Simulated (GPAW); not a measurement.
**BaS (Fm-3m): G0W0 with GPAW, start to end**

Wanted: ground state, empty states, screening and self-energy for BaS (Fm-3m).

Method: PBE and many-body steps on it, plane waves, in GPAW 26.7.0.

**1. Starting point**

Symmetry: Fm-3m, No. 225, cubic system. Conventional cell: a = 6.387 Å, b = 6.387 Å, c = 6.387 Å, α = 90.00°, β = 90.00°, γ = 90.00°. Nearest to Ba lie 6 S at 3.19 Å. Nearest to S lie 6 Ba at 3.19 Å. Farther neighbours and most contacts between anions are not listed.

The cell and positions come from the Crystallography Open Database and are kept as given unless a step says otherwise. Spin-orbit coupling is left out unless a step names it.

**2. Ground state**

This step: GPAW 26.7.0; DFT, PBE, plane waves, PAW.

The ground-state density comes first.

The input, run.py:

```python
import json
import numpy as np
from gpaw.mpi import world
from ase import Atoms
from gpaw import GPAW, PW, FermiDirac

atoms = Atoms(['Ba', 'S'],
    cell=[[0.0000000000, 3.1937500000, 3.1937500000],
      [3.1937500000, 0.0000000000, 3.1937500000],
      [3.1937500000, 3.1937500000, 0.0000000000]],
    scaled_positions=[[0.0000000000, 0.0000000000, 0.0000000000],
      [0.5000000000, 0.5000000000, 0.5000000000]],
    pbc=(True, True, True))
calc = GPAW(mode=PW(450),
    xc='PBE',
    kpts={'size': (6, 6, 6), 'gamma': True},
    occupations=FermiDirac(0.001),
    nbands=-7,
    convergence={'density': 1e-6, 'bands': -3},
    maxiter=100,
    txt='gs.txt')
atoms.calc = calc
res = {'energy': atoms.get_potential_energy()}
kpts = calc.get_ibz_k_points()
res['kpts'] = kpts
res['eigenvalues'] = [calc.get_eigenvalues(kpt=k) for k in range(len(kpts))]
res['n_electrons'] = calc.get_number_of_electrons()
calc.write('gs.gpw')

if world.rank == 0:
    with open('result.json', 'w') as f:
        json.dump(res, f, default=lambda x: x.tolist())
```

Launch:

```
$ mpirun -n 4 gpaw python run.py
```

Numbers of over 12 decimals in the logs are rounded to 6 here.

The log of the run:

```text
__  _  _
 | _ |_)|_||  |
 |__||  | ||/\| - 26.7.0

Input parameters:
  mode=PW(ecut=450.000000),
  convergence={'density': 1e-06, 'bands': -3},
  kpts=MonkhorstPack(size=(6, 6, 6), gamma=True),
  maxiter=100,
  nbands=-7,
  occupations=Occupations(name='fermi-dirac', width=0.001, fixmagmom=False),
  xc=XC(name='PBE')
  [... matrices ...]
Diagonalizing LCAO Hamiltonian
Converting LCAO to pw mode

                 S

       Ba

Atoms  # Å, Bohr magnetons
|   | symbol |        x |        y |        z |    initial magnetic moments |
| 0 |     Ba | 0.000000 | 0.000000 | 0.000000 | ( 0.0000,  0.0000,  0.0000) |
| 1 |      S | 3.193750 | 3.193750 | 3.193750 | ( 0.0000,  0.0000,  0.0000) |

Unit cell  # Å
| periodic |        x |        y |        z |  lengths |    angles |
|      yes | 0.000000 | 3.193750 | 3.193750 | 4.516645 | 60.000000 |
|      yes | 3.193750 | 0.000000 | 3.193750 | 4.516645 | 60.000000 |
|      yes | 3.193750 | 3.193750 | 0.000000 | 4.516645 | 60.000000 |

Number of symmetries: 48
Symmetry operations  # r_c * U_cc + t_c -> r_c
|    | kind |            matrix            |
|  0 |  σ   |  1, 0, 0,  1, 0,-1,  1,-1, 0 |
|  1 |  C2  |  1, 0, 0,  1,-1, 0,  1, 0,-1 |
|  2 |  E   |  1, 0, 0,  0, 1, 0,  0, 0, 1 |
|  3 |  σ   |  1, 0, 0,  0, 0, 1,  0, 1, 0 |
|  4 |  C4  |  1, 0,-1,  1, 0, 0,  1,-1, 0 |
|  5 |  S6  |  1, 0,-1,  1,-1, 0,  1, 0, 0 |
|  6 |  σ   |  1, 0,-1,  0, 1,-1,  0, 0,-1 |
|  7 |  C3  |  1, 0,-1,  0, 0,-1,  0, 1,-1 |
|  8 |  S6  |  1,-1, 0,  1, 0, 0,  1, 0,-1 |
|  9 |  C4  |  1,-1, 0,  1, 0,-1,  1, 0, 0 |
| 10 |  C3  |  1,-1, 0,  0,-1, 1,  0,-1, 0 |
| 11 |  σ   |  1,-1, 0,  0,-1, 0,  0,-1, 1 |
| 12 |  σ   |  0, 1, 0,  1, 0, 0,  0, 0, 1 |
| 13 |  C4  |  0, 1, 0,  0, 1,-1, -1, 1, 0 |
| 14 |  C3  |  0, 1, 0,  0, 0, 1,  1, 0, 0 |
| 15 |  S6  |  0, 1, 0, -1, 1, 0,  0, 1,-1 |
| 16 |  C2  |  0, 1,-1,  1, 0,-1,  0, 0,-1 |
| 17 |  σ   |  0, 1,-1,  0, 1, 0, -1, 1, 0 |
| 18 |  S4  |  0, 1,-1,  0, 0,-1,  1, 0,-1 |
| 19 |  C4  |  0, 1,-1, -1, 1, 0,  0, 1, 0 |
| 20 |  C3  |  0, 0, 1,  1, 0, 0,  0, 1, 0 |
| 21 |  σ   |  0, 0, 1,  0, 1, 0,  1, 0, 0 |
| 22 |  S6  |  0, 0, 1,  0,-1, 1, -1, 0, 1 |
| 23 |  C4  |  0, 0, 1, -1, 0, 1,  0,-1, 1 |
| 24 |  S4  |  0, 0,-1,  1, 0,-1,  0, 1,-1 |
| 25 |  C3  |  0, 0,-1,  0, 1,-1,  1, 0,-1 |
| 26 |  C2  |  0, 0,-1,  0,-1, 0, -1, 0, 0 |
| 27 |  S6  |  0, 0,-1, -1, 0, 0,  0,-1, 0 |
| 28 |  S4  |  0,-1, 1,  1,-1, 0,  0,-1, 0 |
| 29 |  C4  |  0,-1, 1,  0, 0, 1, -1, 0, 1 |
| 30 |  C2  |  0,-1, 1,  0,-1, 0,  1,-1, 0 |
| 31 |  σ   |  0,-1, 1, -1, 0, 1,  0, 0, 1 |
| 32 |  C3  |  0,-1, 0,  1,-1, 0,  0,-1, 1 |
| 33 |  S6  |  0,-1, 0,  0, 0,-1, -1, 0, 0 |
| 34 |  S4  |  0,-1, 0,  0,-1, 1,  1,-1, 0 |
| 35 |  C2  |  0,-1, 0, -1, 0, 0,  0, 0,-1 |
| 36 |  C2  | -1, 1, 0,  0, 1, 0,  0, 1,-1 |
| 37 |  S6  | -1, 1, 0,  0, 1,-1,  0, 1, 0 |
| 38 |  S4  | -1, 1, 0, -1, 0, 1, -1, 0, 0 |
| 39 |  C3  | -1, 1, 0, -1, 0, 0, -1, 0, 1 |
| 40 |  S6  | -1, 0, 1,  0, 0, 1,  0,-1, 1 |
| 41 |  C2  | -1, 0, 1,  0,-1, 1,  0, 0, 1 |
| 42 |  C3  | -1, 0, 1, -1, 1, 0, -1, 0, 0 |
| 43 |  S4  | -1, 0, 1, -1, 0, 0, -1, 1, 0 |
| 44 |  C2  | -1, 0, 0,  0, 0,-1,  0,-1, 0 |
| 45 |  i   | -1, 0, 0,  0,-1, 0,  0, 0,-1 |
| 46 |  σ   | -1, 0, 0, -1, 1, 0, -1, 0, 1 |
| 47 |  C2  | -1, 0, 0, -1, 0, 1, -1, 1, 0 |

BZ-sampling:
  Number of BZ points: 216
  Number of IBZ points: 16

  Monkhorst-Pack size: [6, 6, 6]
  Monkhorst-Pack shift: [0.083333, 0.083333, 0.083333]

K-points  # in reciprocal-cell coordinates
|     |                                coordinates |     weight |
|   0 | (  0.00000000,   0.00000000,   0.00000000) | 0.00462963 |
|   1 | (  0.16666667,   0.16666667,   0.00000000) | 0.02777778 |
|   2 | (  0.16666667,   0.16666667,   0.16666667) | 0.03703704 |
|   3 | (  0.33333333,   0.16666667,   0.16666667) | 0.05555556 |
|   4 | (  0.33333333,   0.33333333,  -0.33333333) | 0.05555556 |
|   5 | (  0.33333333,   0.33333333,   0.00000000) | 0.02777778 |
|   6 | (  0.33333333,   0.33333333,   0.16666667) | 0.11111111 |
|   7 | (  0.33333333,   0.33333333,   0.33333333) | 0.03703704 |
|   8 | (  0.50000000,   0.33333333,  -0.33333333) | 0.11111111 |
|   9 | (  0.50000000,   0.33333333,  -0.16666667) | 0.05555556 |
| ... |                                            |            |
|  15 | (  0.50000000,   0.50000000,   0.50000000) | 0.01851852 |

Plane wave coefficients: 1428
Cutoff: 450.000000 eV

Spin-components: 1 (collinear spins)
Bands:           15
Projectors:      11
Spin-degeneracy: 2
Datatype:        complex128

  Storage: CPU
  Wave functions: 5_418_240 bytes (1_354_560 per core)
  Projectors: 7_946_752 bytes (1_986_688 per core)
  [... matrices ...]
Parallelization:
  kpt:    4
  domain: 1
  band:   1

Density:
  Valence electrons: 16.0
  Components: 1
  Grid points: [24 24 24]
  Charge: 0.0  # |e|

Potential:
  Grid points: [24 24 24]

species:
  Ba:
    name:    Barium
    Z:       56.0
    valence: 10
    core:    46
    charge:  0.0  # [|e|]
    compensation charges:
      type: gauss
      rc: 0.37  # [Å]
      lmax: 2
    cutoffs:
      filter: 2.06  # [Å]
      core: 2.33  # [Å]
    projectors
    | kind |    occ | energy [eV] | rcut [Å] |
    |   5s |  2.000 |     -33.644 |    1.164 |
    |   6s |  2.000 |      -3.229 |    1.164 |
    |   5p |  6.000 |     -18.744 |    1.164 |
    |    p |        |       0.000 |    1.164 |
    |    d |        |       0.000 |    1.164 |
    |    d |        |      27.211 |    1.164 |

    Using partial waves for Ba as LCAO basis

  S:
    name:    Sulfur
    Z:       16.0
    valence: 6
    core:    10
    charge:  0.0  # [|e|]
    compensation charges:
      type: gauss
      rc: 0.24  # [Å]
      lmax: 2
    cutoffs:
      filter: 1.77  # [Å]
      core: 1.66  # [Å]
    projectors
    | kind |    occ | energy [eV] | rcut [Å] |
    |   3s |  2.000 |     -17.254 |    0.974 |
    |   3p |  4.000 |      -7.008 |    0.979 |
    |    s |        |       9.957 |    0.974 |
    |    p |        |      20.203 |    0.979 |
    |    d |        |       0.000 |    0.900 |

    Using partial waves for S as LCAO basis

Reference energy: -232135.462409  # eV

eigensolver:
  PPCG
  Converge bands: -3
  niter=2

density mixing:
  MSR1-Mixer
  Pratt-step length: 0.05
  Maximum mixing coefficient: 0.75
  Old densities: 10
  SVD Regularization: 0.005
  Good broyden scale: 1.0
  Trust region scale: 1.0
  Backstep threshold: 4.0
  History deletion threshold: 6.0
  Fourier metric: weight=20.0, sigma=0.015

occupation numbers:
  Fermi-Dirac:
    width: 0.0010  # eV

poisson solver:
  ecut: 3600.000000  # eV

xc functional:
  name: PBE with 2 nearest neighbor stencil

Initialization done in: 4.697 s

convergence criteria:
- Maximum integral of absolute [dens]ity change: 1e-06 electrons / valence electron
- Maximum [total energy] change in last 3 cyles: 0.0005 eV / valence electron
- Maximum integral of absolute [eigenst]ate change: 4e-08 eV^2 / valence electron
maximum number of iterations: 100

SCF iterations
|iter     |     time |      energy | eigst |  dens |
|iter:   1|  |  -10.583186 | +1.61 |       |
|iter:   2|  |  -10.485943 | +0.55 | -1.03 |
|iter:   3|  |  -10.146256 | +0.12 | -1.08 |
|iter:   4|  |  -10.152657 | -0.75 | -1.55 |
|iter:   5|  |  -10.156645 | -1.78 | -1.91 |
|iter:   6|  |  -10.156806c| -3.00 | -2.80 |
|iter:   7|  |  -10.156812c| -3.93 | -3.50 |
|iter:   8|  |  -10.156813c| -4.74 | -3.91 |
|iter:   9|  |  -10.156813c| -5.59 | -5.14 |
|iter:  10|  |  -10.156813c| -6.63 | -5.55 |
|iter:  11|  |  -10.156813c| -7.57c| -6.60c|

Converged in 11 steps
SCF loop duration: 6.401 s (0.582 s/step)
Energy contributions relative to reference atoms: (reference = -232135.462409)
  [... matrices ...]
Energy contributions:
  Kinetic:          11.577368
  Coulomb:         -10.097637
  Zero:             -0.037831
  External:          0.000000
  Xc:              -11.598714
  Entropy:          -0.000000
  Spinorbit:         0.000000
  ----------------------------
  Free energy:     -10.156813
  Extrapolated:    -10.156813

dipole moment: (-38.646445, -38.646445, -38.646445)  # |e|*Ang

Fermi level: 6.031
Eigenvalues  # (at kpt = [0.000, 0.000, 0.000])
| band index |      eig [eV] | occ [0-2] |
|          0 |       -21.163 |     2.000 |
|          1 |        -6.250 |     2.000 |
|          2 |        -6.250 |     2.000 |
|          3 |        -6.250 |     2.000 |
|          4 |        -5.479 |     2.000 |
|          5 |         4.862 |     2.000 |
|          6 |         4.862 |     2.000 |
|          7 |         4.862 |     2.000 |
|          8 |         8.483 |     0.000 |
|          9 |         8.753 |     0.000 |
|         10 |         8.753 |     0.000 |
|         11 |         8.753 |     0.000 |
|         12 |         9.675 |     0.000 |
|         13 |         9.675 |     0.000 |
|         14 |        13.492 |     0.000 |

Gap: 2.132 eV
Transition (v -> c):
  (s=0, k=0, n=7, [0.00, 0.00, 0.00]) -> (s=0, k=12, n=8, [0.50, 0.50, 0.00])
Direct/indirect transitions are different
Direct gap: 2.262 eV
Transition at: (s=0, k=12, n=7, [0.50, 0.50, 0.00])
# Writing to gs.gpw (mode='')
  [... matrices ...]
```

Run time: 15 s. Hardware: 4 MPI ranks of AMD EPYC 7571, shared host; peak memory 0.66 GiB.

This step gave:

```yaml
total_energy: -10.16 eV
gap: 2.132 eV
k_of_the_valence_top: 0, 0, 0
k_of_the_conduction_bottom: 0.5, 0.5, 0
least_direct_gap: 2.262 eV
```

The gap is indirect, with the least direct gap 0.13 eV higher.

**3. Bands along the symmetry lines**

Levels along a band path, at the cheap level, show where the edges lie and whether the meshes to come will hold them.

The input, run.py:

```python
import json
import numpy as np
from gpaw.mpi import world
from gpaw import GPAW

path = [[0.000000, 0.000000, 0.000000],
    [0.062500, 0.000000, 0.062500],
    [0.125000, 0.000000, 0.125000],
    [0.187500, 0.000000, 0.187500],
    [0.250000, 0.000000, 0.250000],
    [0.312500, 0.000000, 0.312500],
    [0.375000, 0.000000, 0.375000],
    [0.437500, 0.000000, 0.437500],
    [0.500000, 0.000000, 0.500000],
    [0.515625, 0.031250, 0.515625],
    [0.531250, 0.062500, 0.531250],
    [0.546875, 0.093750, 0.546875],
    [0.562500, 0.125000, 0.562500],
    [0.578125, 0.156250, 0.578125],
    [0.593750, 0.187500, 0.593750],
    [0.609375, 0.218750, 0.609375],
    [0.625000, 0.250000, 0.625000],
    [0.375000, 0.375000, 0.750000],
    [0.328125, 0.328125, 0.656250],
    [0.281250, 0.281250, 0.562500],
    [0.234375, 0.234375, 0.468750],
    [0.187500, 0.187500, 0.375000],
    [0.140625, 0.140625, 0.281250],
    [0.093750, 0.093750, 0.187500],
    [0.046875, 0.046875, 0.093750],
    [0.000000, 0.000000, 0.000000],
    [0.062500, 0.062500, 0.062500],
    [0.125000, 0.125000, 0.125000],
    [0.187500, 0.187500, 0.187500],
    [0.250000, 0.250000, 0.250000],
    [0.312500, 0.312500, 0.312500],
    [0.375000, 0.375000, 0.375000],
    [0.437500, 0.437500, 0.437500],
    [0.500000, 0.500000, 0.500000],
    [0.500000, 0.468750, 0.531250],
    [0.500000, 0.437500, 0.562500],
    [0.500000, 0.406250, 0.593750],
    [0.500000, 0.375000, 0.625000],
    [0.500000, 0.343750, 0.656250],
    [0.500000, 0.312500, 0.687500],
    [0.500000, 0.281250, 0.718750],
    [0.500000, 0.250000, 0.750000],
    [0.500000, 0.218750, 0.718750],
    [0.500000, 0.187500, 0.687500],
    [0.500000, 0.156250, 0.656250],
    [0.500000, 0.125000, 0.625000],
    [0.500000, 0.093750, 0.593750],
    [0.500000, 0.062500, 0.562500],
    [0.500000, 0.031250, 0.531250],
    [0.500000, 0.000000, 0.500000]]
calc = GPAW('gs.gpw').fixed_density(kpts=path,
    symmetry='off',
    nbands=18,
    convergence={'bands': 14},
    txt='bands.txt')
res = {}
kpts = calc.get_ibz_k_points()
res['kpts'] = kpts
res['eigenvalues'] = [calc.get_eigenvalues(kpt=k) for k in range(len(kpts))]
res['n_electrons'] = calc.get_number_of_electrons()

if world.rank == 0:
    with open('result.json', 'w') as f:
        json.dump(res, f, default=lambda x: x.tolist())
```

Launch:

```
$ mpirun -n 4 gpaw python run.py
```

The log of the run:

```text
Diagonalizing LCAO Hamiltonian
Converting LCAO to pw mode
convergence criteria:
- Maximum integral of absolute [eigenst]ate change: 4e-08 eV^2 / valence electron
maximum number of iterations: 100

SCF iterations
|iter     |     time |      energy | eigst |  dens |
|iter:   1|  |             | +2.02 |       |
|iter:   2|  |             | +1.16 |       |
|iter:   3|  |             | +0.16 |       |
[...]
|iter:   8|  |             | -6.16 |       |
|iter:   9|  |             | -7.35 |       |
|iter:  10|  |             | -8.03c|       |
SCF steps: 10
  __  _  _
 | _ |_)|_||  |
 |__||  | ||/\| - 26.7.0

Input parameters:
  mode=PW(ecut=450.000000),
  convergence={'bands': 14},
  gpts=array([24, 24, 24]),
  kpts=KPoints(kpts=array([[0.      , 0.      , 0.      ],
         [0.0625  , 0.      , 0.0625  ],
         [0.125   , 0.      , 0.125   ],
         [0.1875  , 0.      , 0.1875  ],
[...]
[0.515625, 0.03125 , 0.515625],
[...]
[0.546875, 0.09375 , 0.546875],
[...]
[0.578125, 0.15625 , 0.578125],
[...]
[0.609375, 0.21875 , 0.609375],
[...]
[0.328125, 0.328125, 0.65625 ],
[...]
[0.234375, 0.234375, 0.46875 ],
[...]
[0.140625, 0.140625, 0.28125 ],
[...]
[0.046875, 0.046875, 0.09375 ],
[...]
[0.5     , 0.0625  , 0.5625  ],
         [0.5     , 0.03125 , 0.53125 ],
         [0.5     , 0.      , 0.5     ]])),
  maxiter=100,
  nbands=18,
  occupations=Occupations(name='fermi-dirac', width=0.001, fixmagmom=False),
  parallel={},
  symmetry=Symmetry(point_group=False, time_reversal=False),
  xc=XC(name='PBE')
  [... matrices ...]
timing:  # [seconds]
  Total: 0.088  # ━━━━━━━━━━━━━━━━━━━━━━━━━━━━━━━━━━━━━━━━━━━━━━━━━━━━━━━━━━━
```

The job ended after 19 s (4 MPI ranks; peak memory 0.7 GiB).

Numbers from this step:

| Quantity | Value |
| --- | --- |
| gap | 2.132 eV |
| k of the valence top | 0, 0, 0 |
| k of the conduction bottom | 0.5, 0, 0.5 |
| least direct gap | 2.262 eV |

The gap is 2.132 eV, as in the run before at this level.

The electronic bands at the labelled points (eV, zero at the top of the highest filled band; v1 is the highest filled band, c1 the lowest empty one):

```csv
point,v4,v3,v2,v1,c1,c2,c3,c4
Γ,-10.34,0.00,0.00,0.00,3.62,3.89,3.89,3.89
halfway,-9.74,-1.27,-0.16,-0.16,2.82,4.73,5.31,5.75
X,-10.25,-0.51,-0.13,-0.13,2.13,5.95,6.05,7.52
halfway,-10.08,-0.51,-0.40,-0.28,2.47,6.32,6.35,6.88
U,-9.75,-0.93,-0.60,-0.52,3.31,5.97,6.61,6.77
jump to K,-9.75,-0.93,-0.60,-0.52,3.31,5.97,6.61,6.77
halfway,-9.48,-1.39,-0.87,-0.32,4.08,4.73,5.02,5.90
Γ,-10.34,0.00,0.00,0.00,3.62,3.89,3.89,3.89
halfway,-9.57,-1.13,-0.61,-0.61,4.11,4.77,4.77,5.40
L,-9.11,-1.91,-1.07,-1.07,5.56,5.68,6.33,6.33
halfway,-9.41,-1.46,-0.85,-0.77,4.70,4.88,6.67,6.90
W,-9.71,-1.10,-0.48,-0.48,4.30,4.30,6.31,6.89
halfway,-9.96,-0.65,-0.52,-0.30,2.78,6.12,6.17,6.89
X,-10.25,-0.51,-0.13,-0.13,2.13,5.95,6.05,7.52
```

The electronic bands as a text plot (rows in eV, shown from -8.0 to 4.8 only):

```
    4.5 |+ +++++            +++++++++ ++   +++++      ++++++
    4.0 |++++              +    +++++++++++++              +
    3.5 |+ ++             +           ++                    +
    2.9 |    +++         +                                   +
    2.4 |       +++++ +++                                     +++
    1.9 |            +
    1.3 |
    0.8 |
    0.3 |
   -0.3 |***********************************             ********
   -0.8 |  **     ***   *************      ****** *******   **
   -1.3 |    *****         ********         ***  *    ******
   -1.9 |                                      *******
   -2.4 |
   -2.9 |
   -3.5 |
   -4.0 |
   -4.5 |
   -5.1 |
   -5.6 |
   -6.1 |
   -6.7 |
   -7.2 |
   -7.7 |
         Γ           X  U|K            Γ         L        W     X
```

**4. Empty states on the mesh, 4×4×4 mesh, 281 bands**

The sums over transitions need many empty states on a uniform mesh; this step solves for them.

The input, run.py:

```python
import json
import numpy as np
from gpaw.mpi import world
from gpaw import GPAW

calc = GPAW('gs.gpw').fixed_density(kpts={'size': (4, 4, 4), 'gamma': True},
    parallel={'domain': 1, 'band': 1},
    txt='nscf.txt')
calc.diagonalize_full_hamiltonian(nbands=281)
calc.write('full.gpw', mode='all')
res = {}
kpts = calc.get_ibz_k_points()
res['kpts'] = kpts
res['eigenvalues'] = [calc.get_eigenvalues(kpt=k) for k in range(len(kpts))]
res['n_electrons'] = calc.get_number_of_electrons()

if world.rank == 0:
    with open('result.json', 'w') as f:
        json.dump(res, f, default=lambda x: x.tolist())
```

Launch:

```
$ mpirun -n 4 gpaw python run.py
```

The log of the run:

```text
Diagonalizing LCAO Hamiltonian
Converting LCAO to pw mode
convergence criteria:
- Maximum integral of absolute [eigenst]ate change: 4e-08 eV^2 / valence electron
maximum number of iterations: 100

SCF iterations
|iter     |     time |      energy | eigst |  dens |
|iter:   1|  |             | +1.71 |       |
|iter:   2|  |             | +0.53 |       |
|iter:   3|  |             | -0.19 |       |
[...]
|iter:  11|  |             | -6.39 |       |
|iter:  12|  |             | -7.06 |       |
|iter:  13|  |             | -7.67c|       |
SCF steps: 13
  __  _  _
 | _ |_)|_||  |
 |__||  | ||/\| - 26.7.0

Input parameters:
  mode=PW(ecut=450.000000),
  convergence={'density': 1e-06, 'bands': -3},
  gpts=array([24, 24, 24]),
  kpts=MonkhorstPack(size=(4, 4, 4), gamma=True),
  maxiter=100,
  nbands=15,
  occupations=Occupations(name='fermi-dirac', width=0.001, fixmagmom=False),
  parallel={'domain': 1, 'band': 1},
  xc=XC(name='PBE')
Matrix size: 1411x1411
# Writing to full.gpw (mode='all')
  [... matrices ...]

timing:  # [seconds]
  Total: 14.319  # ━━━━━━━━━━━━━━━━━━━━━━━━━━━━━━━━━━━━━━━━━━━━━━━━━━━━━━━━━━
```

Elapsed: 26 s, on 4 MPI ranks; peak memory 1.3 GiB; 1.7 min of CPU time.

This step gave:

| Quantity | Value |
| --- | --- |
| gap | 2.132 eV |
| k of the valence top | 0, 0, 0 |
| k of the conduction bottom | 0.5, 0.5, 0 |
| least direct gap | 2.262 eV |
| k points computed | 8 |
| lowest point of the top converged band, above the valence top | 140.0624 eV |

On this mesh the gap is 2.132 eV.

[end of part 1 of 2]

[Paths, hosts, dates, memory and timing lines, banners, echoed tables and standing remarks are left out of the program output.]

[Logs are printed without paths, hosts, clocks, repeated set-up lines and the standing remarks that a program may print on its own settings, such as how far it seeks lower states.]

[Runs of the session that timed out or met a known fault of the program may be left out.]

[Hosts, paths, dates, database ids (printed as entryN), source tags and the programs' standing remarks are cut or masked in the printed files.]
